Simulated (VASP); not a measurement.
# SiC (F-43m) in VASP: Born charges and dielectric tensor with PBE

Aim: the Born charges and dielectric tensor of SiC with PBE.

Everything below comes from runs of VASP 6.6.1. Logs are shortened: lines on timing, memory, paths and dates and some standing lists are left out, and cuts for length are marked.

**The experiment to reproduce.**

“Insight into the structural, elastic and electronic properties of a new orthorhombic 6O-SiC polytype”, 2020, pmc:7200658 quotes, for a bulk crystal of SiC: band gap 2.4 eV (indirect).

“Infrared properties of SiC particles”, 1999, arxiv:astro-ph/9903031 quotes, for a bulk crystal of SiC: high-frequency dielectric constant 6.49.

How close the calculation comes is told below.

### 1 The crystal as given

It takes space group F-43m (No. 216, cubic). Conventional cell: a = 4.379 Å, b = 4.379 Å, c = 4.379 Å, α = 90.00°, β = 90.00°, γ = 90.00°. Si (site symmetry -43m) is surrounded by 4 C at 1.90 Å. C (site symmetry -43m) has 4 Si at 1.90 Å as nearest neighbours.

The cell is a database's computed one.

### 2 Born charges and dielectric tensor, PBE

Contents of INCAR:

```
PREC     = Accurate       # precision mode
ENCUT    = 600            # plane-wave cutoff, eV
EDIFF    = 1E-8           # SCF threshold, eV
ISMEAR   = 0              # smearing method
SIGMA    = 0.02           # smearing width, eV
LREAL    = False          # projectors in reciprocal space
LASPH    = True           # aspherical terms in the spheres
NELM     = 100            # most SCF steps
ALGO     = Normal         # electronic algorithm
ISIF     = 2              # what is computed and relaxed
LWAVE    = False          # write WAVECAR
LCHARG   = False          # write CHGCAR
GGA      = PE             # functional
LEPSILON = True           # dielectric tensor by DFPT
IBRION   = 8              # ionic algorithm
NSW      = 1              # ionic steps
```

Contents of KPOINTS:

```
regular mesh
0
Gamma
  10 10 10
```

Contents of POSCAR:

```
SiC
1.0
    0.0000000000      2.1892700000      2.1892700000
    2.1892700000      0.0000000000      2.1892700000
    2.1892700000      2.1892700000      0.0000000000
Si C
1 1
Direct
    0.7500000000      0.7500000000      0.7500000000
    0.0000000000      0.0000000000      0.0000000000
```

Potentials or basis: VASP PAW PBE potentials, release 64 (Si, C).

On the command line:

```
> cat potpaw_PBE.64/Si/POTCAR potpaw_PBE.64/C/POTCAR > POTCAR
> mpirun -np 1 vasp_std > vasp.out
```

OUTCAR:

```text
PREC = Accurate
   ENCUT = 600
   EDIFF = 1E-8
   ISMEAR = 0
   LREAL = False
   LASPH = True
   NELM = 100
   ISIF = 2
   GGA = PE
   LEPSILON = True
   IBRION = 8
   NSW = 1

 ion  position               nearest neighbor table
   1  0.750  0.750  0.750-   2 1.90   2 1.90   2 1.90   2 1.90
   2  0.000  0.000  0.000-   1 1.90   1 1.90   1 1.90   1 1.90

  LATTYP: Found a face centered cubic cell.
 ALAT       =     4.3785400000

  Lattice vectors:

 A1 = (   0.0000000000,   2.1892700000,   2.1892700000)
 A2 = (   2.1892700000,   0.0000000000,   2.1892700000)
 A3 = (   2.1892700000,   2.1892700000,   0.0000000000)

Analysis of symmetry for initial positions (statically):
=====================================================================
 Subroutine PRICEL returns:
 Original cell was already a primitive cell.

 Routine SETGRP: Setting up the symmetry group for a
 face centered cubic supercell.

 Subroutine GETGRP returns: Found 24 space group operations
 (whereof 24 operations were pure point group operations)
 out of a pool of 48 trial point group operations.

The static configuration has the point symmetry T_d .

Analysis of symmetry for dynamics (positions and initial velocities):
=====================================================================
 Subroutine PRICEL returns:
 Original cell was already a primitive cell.

 Routine SETGRP: Setting up the symmetry group for a
 face centered cubic supercell.

 Subroutine GETGRP returns: Found 24 space group operations
 (whereof 24 operations were pure point group operations)
 out of a pool of 48 trial point group operations.

The dynamic configuration has the point symmetry T_d .

 Subroutine INISYM returns: Found 24 space group operations
 (whereof 24 operations are pure point group operations),
 and found     1 'primitive' translations

----------------------------------------------------------------------------------------

                                     Primitive cell

  volume of cell :      20.9859

  direct lattice vectors                    reciprocal lattice vectors
     0.000000000  2.189270000  2.189270000    -0.228386631  0.228386631  0.228386631
     2.189270000  0.000000000  2.189270000     0.228386631 -0.228386631  0.228386631
     2.189270000  2.189270000  0.000000000     0.228386631  0.228386631 -0.228386631

  length of vectors
     3.096095326  3.096095326  3.096095326     0.395577249  0.395577249  0.395577249

  position of ions in fractional coordinates (direct lattice)
     0.750000000  0.750000000  0.750000000
     0.000000000  0.000000000  0.000000000

  ion indices of the primitive-cell ions
   primitive index   ion index
                 1           1
                 2           2

----------------------------------------------------------------------------------------

 KPOINTS: regular mesh

Automatic generation of k-mesh.
 Grid dimensions read from file:
 generate k-points for:   10   10   10

 Generating k-lattice:

  Cartesian coordinates                     Fractional coordinates (reciprocal lattice)
    -0.022838663  0.022838663  0.022838663     0.100000000  0.000000000  0.000000000
     0.022838663 -0.022838663  0.022838663     0.000000000  0.100000000  0.000000000
     0.022838663  0.022838663 -0.022838663     0.000000000  0.000000000  0.100000000

  Length of vectors
     0.039557725  0.039557725  0.039557725

  Shift w.r.t. Gamma in fractional coordinates (k-lattice)
     0.000000000  0.000000000  0.000000000

 Subroutine IBZKPT returns following result:
 ===========================================

 Found     47 irreducible k-points:

 Following reciprocal coordinates:
            Coordinates               Weight
  0.000000  0.000000  0.000000      1.000000
  0.100000  0.000000  0.000000      8.000000
  0.200000  0.000000  0.000000      8.000000
[... 376 lines left out ...]
      0.00000      0.00000      0.00000         0.000000      0.000000      0.000000
 -----------------------------------------------------------------------------------
    total drift:                               -0.000000     -0.000000     -0.000000

  FREE ENERGIE OF THE ION-ELECTRON SYSTEM (eV)
  ---------------------------------------------------
  free  energy   TOTEN  =       -15.0621825084 eV

  energy  without entropy=      -15.0621825084  energy(sigma->0) =      -15.06218251

 HEAD OF MICROSCOPIC STATIC DIELECTRIC TENSOR (INDEPENDENT PARTICLE, excluding Hartree and local field effects)
 ------------------------------------------------------
           7.271332    -0.000000     0.000000
           0.000000     7.271332     0.000000
          -0.000000     0.000000     7.271332
 ------------------------------------------------------

 Free energy of the ion-electron system (eV)
  ---------------------------------------------------
  ---------------------------------------------------
  free energy    TOTEN  =        -0.37771129 eV

  energy without entropy =       -0.37771129

------------------------ aborting loop because EDIFF is reached ----------------------------------------

--------------------------------------- Ionic step        2  -------------------------------------------

------------------------ aborting loop because EDIFF is reached ----------------------------------------

--------------------------------------- Ionic step        3  -------------------------------------------

------------------------ aborting loop because EDIFF is reached ----------------------------------------

 PIEZOELECTRIC TENSOR FIELD DIRECTION 3  (e Angst)
 -----------------------------------------------------------------------------
    -0.00062 -1.28994  0.00000           ( -0.00000 -0.05411  0.00000)
    -1.28994 -0.00062  0.00000           ( -0.05411 -0.00000  0.00000)
     0.00000  0.00000  0.00074           (  0.00000  0.00000 -0.00000)

 PIEZOELECTRIC TENSOR FIELD DIRECTION 3  (C/m^2)
 -----------------------------------------------------------------------------
    -0.00047 -0.98481  0.00000
    -0.98481 -0.00047  0.00000
     0.00000  0.00000  0.00056

--------------------------------------- Ionic step        4  -------------------------------------------

------------------------ aborting loop because EDIFF is reached ----------------------------------------

[... ionic steps 5 to 6 ...]

--------------------------------------- Ionic step        7  -------------------------------------------

 Free energy of the ion-electron system (eV)
  ---------------------------------------------------
  ---------------------------------------------------
  free energy    TOTEN  =        -0.12470544 eV

  energy without entropy =       -0.12470544

------------------------ aborting loop because EDIFF is reached ----------------------------------------

 INTERNAL STRAIN TENSOR  FOR ION    2  DIRECTION 1   (eV/Angst):
 -----------------------------------------------------------------------------
    -0.00787  0.00000  0.00000
     0.00000  0.00339 -7.54589
     0.00000 -7.54589  0.00339

 MACROSCOPIC STATIC DIELECTRIC TENSOR (including local field effects in DFT)
 ------------------------------------------------------
           7.037227     0.000000    -0.000000
           0.000000     7.037227     0.000000
           0.000000     0.000000     7.037227
 ------------------------------------------------------

 PIEZOELECTRIC TENSOR (including local field effects)  for field in x, y, z        (e  Angst)
          XX          YY          ZZ          XY          YZ          ZX
  --------------------------------------------------------------------------------
  x    -0.00000    -0.00000     0.00000     0.00000    -1.28736     0.00000
  y     0.00000    -0.00000     0.00000     0.00000     0.00000    -1.28736
  z     0.00000    -0.00000    -0.00000    -1.28736     0.00000     0.00000

 PIEZOELECTRIC TENSOR (including local field effects)  for field in x, y, z        (C/m^2)
          XX          YY          ZZ          XY          YZ          ZX
  --------------------------------------------------------------------------------
  x    -0.00000    -0.00000     0.00000     0.00000    -0.98284     0.00000
  y     0.00000    -0.00000     0.00000     0.00000     0.00000    -0.98284
  z     0.00000    -0.00000    -0.00000    -0.98284     0.00000     0.00000

 BORN EFFECTIVE CHARGES (including local field effects) (in |e|, cummulative output)
 ---------------------------------------------------------------------------------
 ion    1
    1     2.68523     0.00000     0.00000
    2     0.00000     2.68523     0.00000
    3    -0.00000     0.00000     2.68523
 ion    2
    1    -2.68523     0.00000    -0.00000
    2    -0.00000    -2.68523    -0.00000
    3     0.00000     0.00000    -2.68523

 INTERNAL STRAIN TENSOR FOR ION    2 for displacements in x,y,z  (eV/Angst):
          X           Y           Z          XY          YZ          ZX
  --------------------------------------------------------------------------------
  x    -0.00000     0.00000     0.00000     0.00000    -7.54589     0.00000
  y     0.00000     0.00000     0.00000     0.00000     0.00000    -7.54589
  z     0.00000     0.00000    -0.00000    -7.54589     0.00000     0.00000

 SECOND DERIVATIVES (NOT SYMMETRIZED)
 ------------------------------------
               1X          1Y          1Z          2X          2Y          2Z
  1X   -18.603490    0.000000    0.000000   18.603490    0.000000    0.000000
  1Y     0.000000  -18.603490    0.000000    0.000000   18.603490    0.000000
  1Z     0.000000    0.000000  -18.603490    0.000000    0.000000   18.603490
  2X    18.604225    0.000000    0.000000  -18.604225    0.000000    0.000000
  2Y     0.000000   18.604225    0.000000    0.000000  -18.604225    0.000000
  2Z     0.000000    0.000000   18.604225    0.000000    0.000000  -18.604225

 Eigenvectors and eigenvalues of the dynamical matrix
 ----------------------------------------------------

   1 f  =   23.247576 THz   146.068827 2PiTHz  775.455660 cm-1    96.144205 meV
             X         Y         Z           dx          dy          dz
      3.283905  3.283905  3.283905     0.547310   -0.000000    0.000000
      0.000000  0.000000  0.000000    -0.836930    0.000000    0.000000
[... 21 lines left out ...]
   6 f/i=    0.000210 THz     0.001321 2PiTHz    0.007013 cm-1     0.000870 meV
             X         Y         Z           dx          dy          dz
      3.283905  3.283905  3.283905    -0.002112   -0.110476    0.829604
      0.000000  0.000000  0.000000    -0.001381   -0.072245    0.542519

--------------------------------------------------------------------------------------------------------

 MACROSCOPIC STATIC DIELECTRIC TENSOR IONIC CONTRIBUTION
 ------------------------------------------------------
           3.341923     0.000000    -0.000000
           0.000000     3.341923    -0.000000
          -0.000000    -0.000000     3.341923
 ------------------------------------------------------

 ELASTIC MODULI CONTR FROM IONIC RELAXATION (kBar)
 Direction    XX          YY          ZZ          XY          YZ          ZX
 --------------------------------------------------------------------------------
 XX          -0.0000     -0.0000     -0.0000      0.0000     -0.0000      0.0000
 YY          -0.0000     -0.0000     -0.0000      0.0000      0.0000      0.0000
 ZZ          -0.0000     -0.0000     -0.0000     -0.0000      0.0000      0.0000
 XY           0.0000      0.0000     -0.0000   -212.3652      0.0000      0.0000
 YZ          -0.0000      0.0000      0.0000      0.0000   -212.3652     -0.0000
 ZX           0.0000      0.0000      0.0000      0.0000     -0.0000   -212.3652
 --------------------------------------------------------------------------------

 PIEZOELECTRIC TENSOR IONIC CONTR  for field in x, y, z        (C/m^2)
          XX          YY          ZZ          XY          YZ          ZX
  --------------------------------------------------------------------------------
  x     0.00000    -0.00000    -0.00000    -0.00000     0.79271     0.00000
  y    -0.00000    -0.00000    -0.00000    -0.00000     0.00000     0.79271
  z    -0.00000    -0.00000     0.00000     0.79271    -0.00000    -0.00000
```

It took 2.4 min on 1 thread of Intel Xeon 6975P-C (Granite Rapids), shared host; peak memory 0.24 GiB.

Results:

* Band gap on the k mesh: 1.37 eV, indirect (least direct gap 4.53 eV)
* Electronic dielectric tensor (diagonal): 7.04
* Born charges (mean of the diagonal): Si +2.69; C -2.69 e
* Highest phonon frequency at Γ, LO-TO splitting left out: 775 cm⁻¹

Phonon frequencies in cm⁻¹ (negative: imaginary):
```tsv
q point	frequencies
(0.000, 0.000, 0.000)	0 0 0 775 775 775
```

Electronic dielectric tensor:
```
7.04 0.00 0.00
0.00 7.04 0.00
0.00 0.00 7.04
```

Born effective charge tensors (e):
atom 1, Si
```
2.69 0.00 0.00
0.00 2.69 0.00
0.00 0.00 2.69
```
atom 2, C
```
-2.69  0.00  0.00
 0.00 -2.69  0.00
 0.00  0.00 -2.69
```

### 3 How close it comes

Step 2. A measured gap of SiC is 2.4 eV (indirect; quoted in “Insight into the structural, elastic and electronic properties of a new orthorhombic 6O-SiC polytype”, 2020, pmc:7200658); the calculated 1.37 eV misses it by -1.03 eV. The value is that of PBE on a finite k mesh, which can miss the band edges, without temperature or zero-point motion. Semilocal functionals fall short of measured gaps as a rule. The cell is a database's relaxed one, not the measured one, which moves gaps too. Measured high-frequency dielectric constant of SiC: 6.49 (quoted in “Infrared properties of SiC particles”, 1999, arxiv:astro-ph/9903031). This calculation gives 7.04 (+8.4 %).
